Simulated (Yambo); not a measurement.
A run of Yambo 5.3.0:

The input optics6.in:

```
optics
chi
Chimod= "IP"
% BndsRnXd
 1 | 34 |
%
% LongDrXd
 0 | 0 | 1 |
%
% QpntsRXd
 1 | 1 |
%
% EnRngeXd
 0 | 15 | eV
%
% DmRngeXd
 0.1 | 0.1 | eV
%
ETStpsXd= 200
```

scf.in

```
&CONTROL
  calculation = 'scf'
  prefix = 'pwscf'
  outdir = './tmp'
  pseudo_dir = './pseudo'
/
&SYSTEM
  ibrav = 0
  A = 3.47164257
  nat = 2
  ntyp = 2
  ecutwfc = 84
  nbnd = 15
  occupations = 'smearing'
  smearing = 'fd'
  degauss = 0.00367493
  force_symmorphic = .true.
/
&ELECTRONS
  conv_thr = 4d-10
  electron_maxstep = 120
  mixing_beta = 0.5
/
ATOMIC_SPECIES
Hf   178.4900 Hf.upf
N     14.0070 N.upf
CELL_PARAMETERS alat
   0.0000000000    0.7071067803    0.7071067803
   0.7071067803    0.0000000000    0.7071067803
   0.7071067803    0.7071067803    0.0000000000
ATOMIC_POSITIONS alat
Hf     0.0000000000    0.0000000000    0.0000000000
N      0.3535533901    0.3535533901    0.3535533901
K_POINTS automatic
18 18 18 0 0 0
```

Contents of nscf.in:

```
&CONTROL
  calculation = 'nscf'
  prefix = 'pwscf'
  outdir = './tmp'
  pseudo_dir = './pseudo'
/
&SYSTEM
  ibrav = 0
  A = 3.47164257
  nat = 2
  ntyp = 2
  ecutwfc = 84
  nbnd = 34
  occupations = 'smearing'
  smearing = 'fd'
  degauss = 0.00367493
  force_symmorphic = .true.
/
&ELECTRONS
  conv_thr = 1d-08
  diago_full_acc = .true.
  diago_thr_init = 1d-06
/
ATOMIC_SPECIES
Hf   178.4900 Hf.upf
N     14.0070 N.upf
CELL_PARAMETERS alat
   0.0000000000    0.7071067803    0.7071067803
   0.7071067803    0.0000000000    0.7071067803
   0.7071067803    0.7071067803    0.0000000000
ATOMIC_POSITIONS alat
Hf     0.0000000000    0.0000000000    0.0000000000
N      0.3535533901    0.3535533901    0.3535533901
K_POINTS automatic
18 18 18 0 0 0
```

Potentials or basis: PseudoDojo 0.4.1 SR PBEsol standard.

Run with:

```console
$ OMP_NUM_THREADS=1 pw.x -in scf.in > scf.out
$ OMP_NUM_THREADS=1 pw.x -in nscf.in > nscf.out
$ cd tmp/pwscf.save; p2y; mv SAVE ../..; cd ../..
$ OMP_NUM_THREADS=1 yambo
$ mv SAVE/ns.kb_pp_pwscf SAVE/ns.kb_pp_pwscf_off
$ OMP_NUM_THREADS=1 yambo -F optics6.in -J optics6 -C optics6_out
```

Hardware: 1 thread of Arm Neoverse V2, on a shared host.

Problem. Estimate the wall time of this run.

Solution. Run time: 3.7 min on 1 thread of Arm Neoverse V2 (shared host).
